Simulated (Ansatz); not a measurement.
What a trial cell of Ag relaxes into

All numbers below come from DFT PBE, scalar-relativistic, plane waves, PAW in Ansatz 0.2.0. Cutoff 420 eV, Γ-centred k mesh, Gaussian smearing, no spin polarisation in the final step.

Ag was placed on the diamond structure type (Fd-3m, No. 227), at a guessed volume.

```xyz
2
Lattice="0.0000 2.7071 2.7071 2.7071 0.0000 2.7071 2.7071 2.7071 0.0000" Properties=species:S:1:pos:R:3 pbc="T T T"
Ag    2.7071    2.7071    2.7071
Ag    4.0606    4.0606    4.0606
```

Steps on the 6×6×6 mesh (2 atoms). 9 of 9 steps are shown, and the free energy counts from the last. Trial steps that were taken back and renewals of the plane-wave basis can be among the rows.

| step | ΔF (meV/atom) | V (Å³/atom) | P (GPa) |
| --- | --- | --- | --- |
| 1 | 835.1 | 19.84 | 40.53 |
| 2 | 306.8 | 22.88 | 18.04 |
| 3 | 76.7 | 26.08 | 6.30 |
| 4 | 28.6 | 29.40 | -1.11 |
| 5 | 26.4 | 28.78 | 0.10 |
| 6 | 7.0 | 28.78 | 1.65 |
| 7 | 1.3 | 29.61 | 0.64 |
| 8 | 0.3 | 30.10 | 0.13 |
| 9 | 0.0 | 30.10 | 0.11 |

A final relaxation ran on a 12×12×12 mesh. The relaxed crystal, Fd-3m (No. 227):

```
Ag
1.0
     0.00000    3.11073    3.11073
     3.11073    0.00000    3.11073
     3.11073    3.11073    0.00000
Ag
2
Cartesian
  3.1107 3.1107 3.1107
  4.6661 4.6661 4.6661
```

```json
{
  "Volume per atom": "30.10 Å³",
  "Density": "5.95 g/cm³",
  "Energy over the standard structure": "0.78 eV/atom",
  "Gap on the 12×12×12 mesh": "0 eV (a metal)"
}
```

Energies count from the standard state of Ag at the same level.

The final run used a 12×12×12 mesh on its 2-atom cell and 0.10 eV smearing. The k mesh leaves about 4 meV/atom of noise in metals.

Symmetry constrained the relaxation, so the result can be a saddle point.